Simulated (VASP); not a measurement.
# MgO (P-6m2) in VASP: further runs, part 2 of 2

VASP 6.6.1.

## (4) EvGW0 quasiparticle levels, PBE

POSCAR reads:

```
MgO
1.0
    2.9380209034      0.0000000000      0.0000000000
   -1.4690104517      2.5444007392      0.0000000000
    0.0000000000      0.0000000000      2.6796800000
Mg O
1 1
Direct
    0.0000000000      0.0000000000      0.0000000000
    0.3333333333      0.6666666667      0.5000000000
```

INCAR.step1 reads:

```
SYSTEM = MgO
  PREC = Accurate
  ENCUT = 450
  EDIFF = 1E-8
  ISMEAR = 0
  SIGMA = 0.01
  LREAL = .False.
  LASPH = .True.
  NELM = 60
  ALGO = Fast
  LWAVE = .True.
  LCHARG = .False.
  GGA = PE
```

INCAR.step2 reads:

```
SYSTEM = MgO
  PREC = Accurate
  ENCUT = 450
  EDIFF = 1E-8
  ISMEAR = 0
  SIGMA = 0.01
  LREAL = .False.
  LASPH = .True.
  NELM = 1
  ALGO = Exact
  LWAVE = .True.
  LCHARG = .False.
  GGA = PE
  NBANDS = 63
  LOPTICS = .True.
  ISTART = 1
```

INCAR.step3 reads:

```
SYSTEM = MgO
  PREC = Accurate
  ENCUT = 450
  EDIFF = 1E-8
  ISMEAR = 0
  SIGMA = 0.01
  LREAL = .False.
  LASPH = .True.
  ALGO = EVGW0
  LWAVE = .False.
  LCHARG = .False.
  GGA = PE
  NELMGW = 4
  NBANDS = 63
  ENCUTGW = 120
  NOMEGA = 50
  PRECFOCK = Fast
  ISTART = 1
  NBANDSGW = 12
```

KPOINTS reads:

```
Automatic mesh
0
Gamma
  6 6 6
  0 0 0
```

Potentials or basis: VASP PAW PBE potentials, release 64 (Mg_GW, O_GW).

Run with:

```sh
cat potpaw_PBE.64/Mg_GW/POTCAR potpaw_PBE.64/O_GW/POTCAR > POTCAR
cp INCAR.step1 INCAR
mpirun -np 1 vasp_std > vasp.out
cp INCAR.step2 INCAR
mpirun -np 1 vasp_std > vasp.out
cp INCAR.step3 INCAR
mpirun -np 1 vasp_std > vasp.out
```

OUTCAR:

```text
SYSTEM = MgO
   PREC = Accurate
   ENCUT = 450
   EDIFF = 1E-8
   ISMEAR = 0
   LREAL = .False.
   LASPH = .True.
   GGA = PE
   NELMGW = 4
   ENCUTGW = 120
   PRECFOCK = Fast
   ISTART = 1

 ion  position               nearest neighbor table
   1  0.000  0.000  0.000-   2 2.16   2 2.16   2 2.16   2 2.16   2 2.16   2 2.16
   2  0.333  0.667  0.500-   1 2.16   1 2.16   1 2.16   1 2.16   1 2.16   1 2.16

  LATTYP: Found a hexagonal cell.
 ALAT       =     2.9380209034
 C/A-ratio  =     0.9120697531

  Lattice vectors:

 A1 = (   2.9380209034,   0.0000000000,   0.0000000000)
 A2 = (  -1.4690104517,   2.5444007392,   0.0000000000)
 A3 = (   0.0000000000,   0.0000000000,   2.6796800000)

Analysis of symmetry for initial positions (statically):
=====================================================================
 Subroutine PRICEL returns:
 Original cell was already a primitive cell.

 Routine SETGRP: Setting up the symmetry group for a
 hexagonal supercell.

 Subroutine GETGRP returns: Found 12 space group operations
 (whereof 12 operations were pure point group operations)
 out of a pool of 24 trial point group operations.

The static configuration has the point symmetry D_3h.

Analysis of symmetry for dynamics (positions and initial velocities):
=====================================================================
 Subroutine PRICEL returns:
 Original cell was already a primitive cell.

 Routine SETGRP: Setting up the symmetry group for a
 hexagonal supercell.

 Subroutine GETGRP returns: Found 12 space group operations
 (whereof 12 operations were pure point group operations)
 out of a pool of 24 trial point group operations.

The dynamic configuration has the point symmetry D_3h.

 Subroutine INISYM returns: Found 12 space group operations
 (whereof 12 operations are pure point group operations),
 and found     1 'primitive' translations

----------------------------------------------------------------------------------------

                                     Primitive cell

  volume of cell :      20.0320

  direct lattice vectors                    reciprocal lattice vectors
     2.938020903  0.000000000  0.000000000     0.340365175  0.196509926  0.000000000
    -1.469010452  2.544400739  0.000000000     0.000000000  0.393019851  0.000000000
     0.000000000  0.000000000  2.679680000     0.000000000  0.000000000  0.373178887

  length of vectors
     2.938020903  2.938020903  2.679680000     0.393019851  0.393019851  0.373178887

  position of ions in fractional coordinates (direct lattice)
     0.000000000  0.000000000  0.000000000
     0.333333333  0.666666667  0.500000000

  ion indices of the primitive-cell ions
   primitive index   ion index
                 1           1
[... 22 lines left out ...]

 Subroutine IBZKPT returns following result:
 ===========================================

 Found     28 irreducible k-points:

 Following reciprocal coordinates:
            Coordinates               Weight
  0.000000  0.000000  0.000000      1.000000
  0.166667  0.000000  0.000000      6.000000
  0.333333  0.000000  0.000000      6.000000
  0.500000 -0.000000  0.000000      3.000000
  0.166667  0.166667  0.000000      6.000000
  0.333333  0.166667  0.000000     12.000000
[... 16 lines left out ...]
  0.166667  0.000000  0.500000      6.000000
  0.333333  0.000000  0.500000      6.000000
 [... further k-points ...]
   k-points           NKPTS =     28   k-points in BZ     NKDIM =    216   number of bands    NBANDS=     63
   number of dos      NEDOS =    301   number of ions     NIONS =      2
   total plane-waves  NPLWV =   8000
   dimension x,y,z NGX =    20 NGY =   20 NGZ =   20
   dimension x,y,z NGXF=    40 NGYF=   40 NGZF=   40
   ions per type =               1   1
   NGX,Y,Z   is equivalent  to a cutoff of  11.32, 11.32, 12.41 a.u.
   NGXF,Y,Z  is equivalent  to a cutoff of  22.63, 22.63, 24.82 a.u.
 SYSTEM =  MgO
   PREC   = accura    normal or accurate (medium, high low for compatibility)
   ISTART =      1    job   : 0-new  1-cont  2-samecut
   ICHARG =      0    charge: 1-file 2-atom 10-const
   ISPIN  =      1    spin polarized calculation?
   LNONCOLLINEAR =      F non collinear calculations
   LSORBIT =      F    spin-orbit coupling
   LASPH  =      T    aspherical Exc in radial PAW
   ENCUT  =  450.0 eV  33.07 Ry    5.75 a.u.   5.08  5.08  4.63*2*pi/ulx,y,z
   NELM   =     60;   NELMIN=  2; NELMDL=  0     # of ELM steps
   EDIFF  = 0.1E-07   stopping-criterion for ELM
   LREAL  =      F    real-space projection
   EDIFFG = 0.1E-06   stopping-criterion for IOM
   NSW    =      0    number of steps for IOM
   IBRION =     -1    ionic relax: 0-MD 1-quasi-New 2-CG
   NFREE  =      0    steps in history (QN), initial steepest desc. (CG)
   ISIF   =      0    stress and relaxation
   ISYM   =      3    0-nonsym 1-usesym 2-fastsym
   POTIM  = 0.5000    time-step for ionic-motion
   TEBEG  =    0.0;   TEEND  =   0.0 temperature during run
   PSTRESS=    0.0 pullay stress
   NELECT =       8.0000    total number of electrons
   NUPDOWN=      -1.0000    fix difference up-down
   EMIN   =  10.00;   EMAX   =-10.00  energy-range for DOS
   EFERMI =   0.00;   METHOD = LEGACY
   ISMEAR =     0;   SIGMA  =   0.01  broadening in eV -4-tet -1-fermi 0-gaus
   EFERMI_NEDOS =   21; number of points for ismear=-14 and -15
   IALGO  =     38    algorithm
   IMIX   =      4    mixing-type and parameters
     AMIX     =   0.40;   BMIX     =  1.00
     AMIX_MAG =   1.60;   BMIX_MAG =  1.00
  volume/ion in A,a.u.               =      10.02        67.59
  Fermi-wavevector in a.u.,A,eV,Ry     =   1.205583  2.278221 19.775115  1.453430
  Thomas-Fermi vector in A             =   2.341275
   LORBIT       =      0    0 simple, 1 ext, 2 COOP (PROOUT), +10 PAW based schemes
   GGA     = PE    functional components
   LHFCALC =     T    Hartree Fock is set to
   PRECFOCK=fast      Normal, Fast or Accurate (Low or Medium for compatibility)
   ENCUT4O =  -1.0   cutoff for four orbital integrals eV
   NKREDX  =     1    reduce k-point grid by
   NKREDY  =     1    reduce k-point grid by
   NKREDZ  =     1    reduce k-point grid by
   AEXX    =    1.0000 exact exchange contribution
   HFSCREEN=    0.0000 screening length (either q_TF or 0.3 A-1)
   HFSCREENC=   0.0000 screening length for correlation (either q_TF or 0.3 A-1)
   ENCUTFOCK=  -1.0 apply spherical cutoff to Coloumb kernel
   IVDW    =     0    specifies the selected vdW correction
   LEPSILON=     F    determine dielectric tensor
   LRPA    =     F    only Hartree local field effects (RPA)
   LRPAFORCE           =     F    calculate RPA forces
   ENCUTGW             = 120.0    cutoff for response function in eV
   ENCUTGWSOFT         =  96.0    soft cutoff for Coulomb kernel in GW response function in eV
   ENCUTLF             =  -1.0    cutoff for local field effects
   NELMGW              =     4    number of iterations in solving QP/BSE equation
   NELMHF              =     1    number of iterations in the inner HF iteration
   NKREDLFX            =     1    NKREDLFY  =   1   NKREDLFZ  =   1
 non-spin polarized calculation
 Gauss-broadening in eV      SIGMA  =   0.01
  energy-cutoff  :      450.00
  volume of cell :       20.03
 maximum number of plane-waves:       454
  NGX = 14; NGY = 14; NGZ = 12
   NGX = 11   NGY = 11   NGZ =  9
 maximum number of plane-waves:        71
 NGX is ok and might be reduce to    14

 QP shifts <psi_nk| G(iteration)W_0 |psi_nk>: iteration 1
 for sc-GW calculations column KS-energies equals QP-energies in previous step
 and V_xc(KS)=  KS-energies - (<T + V_ion + V_H > + <T+V_H+V_ion>^1  + <V_x>^1)

 k-point   1 :       0.0000    0.0000    0.0000
  band No.  KS-energies  QP-energies   sigma(KS)   V_xc(KS)     V^pw_x(r,r')   Z            occupation Imag(sigma)

      1     -14.1317     -16.0155     -20.9098     -18.1398     -29.8649       0.6801       2.0000       1.1966
      2       2.7039       1.6632     -20.5340     -19.1645     -24.6114       0.7599       2.0000       0.1279
      3       2.7039       1.6632     -20.5340     -19.1645     -24.6114       0.7599       2.0000       0.1279
      4       2.9024       1.8541     -20.6452     -19.2677     -24.7077       0.7611       2.0000       0.1256
      5       6.3005       7.2619     -10.0417     -11.2059      -6.9366       0.8258       0.0000      -0.0719
      6      15.1771      16.2633      -7.6349      -8.9640      -3.2912       0.8173       0.0000      -0.1254
      7      18.8387      20.0167      -7.3306      -8.7795      -2.7160       0.8131       0.0000      -0.2365
      8      18.8387      20.0167      -7.3306      -8.7795      -2.7160       0.8131       0.0000      -0.2365
      9      23.1206      24.1658      -7.2678      -8.4913      -2.1269       0.8544       0.0000      -0.7059
     10      24.0824      25.5817      -9.0604     -10.9714      -3.4053       0.7845       0.0000      -0.6966
     11      25.7434      27.2546      -9.2732     -11.2147      -3.4210       0.7784       0.0000      -0.7333
     12      25.7434      27.2546      -9.2732     -11.2147      -3.4210       0.7784       0.0000      -0.7333
[... 1520 lines left out ...]
      1     -15.0199     -15.0545     -22.2920       7.2213     -31.2400       0.6812       2.0000       1.1134
      2      -2.6687      -2.6837     -17.3922      14.7029     -21.9917       0.7278       2.0000       0.2366
      3      -1.0281      -1.0413     -18.4989      17.4531     -22.8784       0.7449       2.0000       0.1760
      4       1.2981       1.2869     -20.5141      21.7975     -24.7123       0.7633       2.0000       0.1329
      5      11.1446      11.1485      -8.2186      19.3679      -4.3792       0.8167       0.0000      -0.1028
      6      16.0490      16.0542      -9.7441      25.7996      -5.3646       0.8023       0.0000      -0.1490
      7      19.5945      19.6010     -10.0631      29.6657      -5.2054       0.7951       0.0000      -0.2720
      8      19.7875      19.7947      -9.7207      29.5172      -4.6584       0.7931       0.0000      -0.3864
      9      20.4042      20.4102      -7.3816      27.7931      -2.7291       0.8183       0.0000      -0.2662
     10      26.3598      26.3670      -8.7478      35.1167      -3.1785       0.7867       0.0000      -0.6436
     11      26.6220      26.6282      -9.1701      35.7999      -3.6578       0.7948       0.0000      -0.5810
     12      32.4881      32.4911      -6.7421      39.2338      -1.2735       0.8372       0.0000      -0.9723

 [... further k-points ...]
```

It took 11 min on 1 thread of Intel Xeon Platinum 8559C (Emerald Rapids), shared host; peak memory 0.31 GiB.

Results:

```
Band gap on the k mesh, mean-field level : 3.00 eV, indirect (least direct gap 3.40 eV)
Quasiparticle gap                        : 5.35 eV
Least direct quasiparticle gap           : 5.83 eV
```

Quasiparticle gap after each update of the energies (eV): 4.95, 5.28, 5.34, 5.35

Caveat: bands, screening cutoff and mesh are small and nothing is extrapolated, so the quasiparticle values aren't converged.
